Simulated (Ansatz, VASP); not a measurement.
## Tl in VASP and in Ansatz

Contents of INCAR:

```
SYSTEM = Tl
  PREC = Accurate
  ENCUT = 600
  EDIFF = 1E-7
  ISMEAR = 0
  SIGMA = 0.1
  LREAL = .False.
  LASPH = .True.
  NELM = 100
  ALGO = Fast
  ISIF = 3
  LWAVE = .False.
  LCHARG = .False.
  GGA = PS
  IBRION = 2
  NSW = 100
  EDIFFG = -0.005
```

KPOINTS

```
regular mesh
0
Gamma
  16 16 16
  0 0 0
```

POSCAR

```
Tl
1.0
   -1.9410000000      1.9410000000      1.9410000000
    1.9410000000     -1.9410000000      1.9410000000
    1.9410000000      1.9410000000     -1.9410000000
Tl
1
Direct
    0.0000000000      0.0000000000      0.0000000000
```

Input for Ansatz:

```yaml
crystal:
  lattice:
    - [-1.941, 1.941, 1.941]
    - [1.941, -1.941, 1.941]
    - [1.941, 1.941, -1.941]
  atoms:
    - { symbol: Tl, position: [0.0, 0.0, 0.0] }
basis:
  ecutwfc: 420
kpoints:
  mp_grid: { grid: [16, 16, 16] }
hamiltonian:
  xc: pbesol
scf:
  occupations: { method: gaussian, width: 0.1 }
output:
  forces: true
  stress: true
  eigenvalues: true
relax:
  adjacent_minimum: "off"
  f_tol: 0.005
  max_steps: 80
  cell: { stress_tol: 0.05 }
```

This isn't the form of Tl at room conditions, which is hcp.

Alike in both runs: task relaxation of cell and atoms; functional PBEsol; k mesh 16 × 16 × 16; occupations gaussian, width 0.1 eV; no spin polarisation.

|  | VASP | Ansatz |
| --- | --- | --- |
| version | VASP 6.6.1 | Ansatz 0.2.0 |
| potentials or method | VASP PAW PBE potentials, release 64 (Tl_d) | scalar-relativistic, plane waves, PAW |
| plane-wave cutoff (eV) | 600 | 420 |
| valence electrons in the cell | 13 | 13 |

|  | VASP | Ansatz | Ansatz less VASP |
| --- | --- | --- | --- |
| gap on the k mesh at the Fermi level, each at its own relaxed structure (eV) | none | none | - |
| relaxed volume (Å³/atom) | 28.57 | 28.55 | -0.022 |
| relaxed cell length with the largest relative difference (Å) | 3.336 | 3.335 | -0.0009 |
| energy change over the relaxation (meV/atom) | -2 | -2 | 0.0 |

A gap of «none» marks a metal or a gap that the smearing closes.

Caveats: the PAW data sets were made with another functional, which shifts forces and pressure a little (VASP). Spin-orbit coupling is left out, which matters for the levels of Tl.
